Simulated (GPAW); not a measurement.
## Bi: single point with PBEsol

Bi:

```
Bi
1.0
     3.23838    0.00000    0.00000
     0.00000    3.22164    0.00000
    -0.08045    0.00000    6.44389
Bi
2
Direct
  0.54425 0.00000 0.74958
  0.45575 0.00000 0.25042
```

This isn't the form of Bi at room conditions, which is rhombohedral.

```
Program             : GPAW 26.7.0
Task                : single point
Functional          : PBEsol
Potentials or basis : PAW data sets generated in the run's folder for this functional
Cutoff              : 600 eV
Basis               : pw
k mesh              : 8 × 8 × 4
Occupations         : fermi-dirac, width 0.05 eV
Spin                : no spin polarisation
Maxiter             : 150
```

```
Pressure               : -0.6 GPa
Largest force          : 0.013 eV/Å
Band gap on the k mesh : none (metal or under the smearing width)
```

Forces in eV/Å, atoms in the order of the input:
```
Bi   0.001  0.000 -0.013
Bi  -0.001  0.000  0.013
```

Stress tensor (GPa, compression positive):
```
-0.73  0.00 -0.11
 0.00  0.02  0.00
-0.11  0.00 -0.96
```

Levels at points of the mesh, in eV from the Fermi level:
```tsv
k point	band 13	band 14	band 15	band 16	band 17	band 18
(0.00, 0.00, 0.00)	-5.06	3.22	3.26	3.28	4.84	5.24
(0.00, 0.00, 0.50)	-1.82	-1.78	3.91	4.00	4.10	4.12
(0.00, 0.50, 0.00)	-5.07	-3.15	-3.13	2.67	5.19	5.23
(0.00, 0.50, 0.50)	-4.30	-4.28	0.22	0.25	5.40	5.40
(0.50, 0.00, 0.00)	-5.02	-3.21	-3.08	2.35	5.23	5.49
(0.50, 0.00, 0.50)	-4.33	-4.30	0.19	0.28	5.34	5.39
(0.50, 0.50, 0.00)	-3.17	-3.09	-1.42	-1.39	-1.25	2.71
(0.50, 0.50, 0.50)	-2.44	-2.42	-2.41	-2.39	2.17	2.27
```

Run time: 80 s on 1 thread of Arm Neoverse V1, on a shared host, peak memory 0.26 GiB.

Caveat: spin-orbit coupling is left out, which moves the levels of the heavy elements.
